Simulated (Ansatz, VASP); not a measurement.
## BN: VASP beside Ansatz

```
CELL_PARAMETERS angstrom
2.56242 0.00000 0.00000
-1.28121 2.21912 0.00000
0.00000 0.00000 8.45573
ATOMIC_POSITIONS crystal
B 0.33333 0.66667 0.25000
B 0.66667 0.33333 0.75000
N 0.33333 0.66667 0.75000
N 0.66667 0.33333 0.25000
```

Change from the starting cell: biaxial strain in the a-b plane, c and atoms relaxed: +2.0 %.

Alike in both runs: functional PBE; k mesh 12 × 12 × 4; occupations gaussian, width 0.02 eV; no spin polarisation.

Ansatz relaxed the structure, and its values are those at the end. VASP's run is a single point on that final structure, the one shown.

```csv
,VASP,Ansatz
version,VASP 6.6.1,Ansatz 0.2.0
potentials or method,"VASP PAW PBE potentials, release 64 (B, N)","scalar-relativistic, plane waves, PAW"
plane-wave cutoff (eV),520,420
valence electrons in the cell,16,16
```

|  | VASP | Ansatz | Ansatz less VASP |
| --- | --- | --- | --- |
| gap on the k mesh at the Fermi level (eV) | 4.40 | 4.40 | 0.000 |
| least direct gap on the mesh (eV) | 4.50 | 4.50 | +0.003 |
| pressure (GPa) | -10.1 | -10.1 | -0.04 |

The functional is the same, so the differences come from potentials, cutoffs and numerics.

Caveats: this functional lacks dispersion, which binds the layers, so the pressure and a relaxed spacing across them are unreliable. A k mesh can miss the band edges.
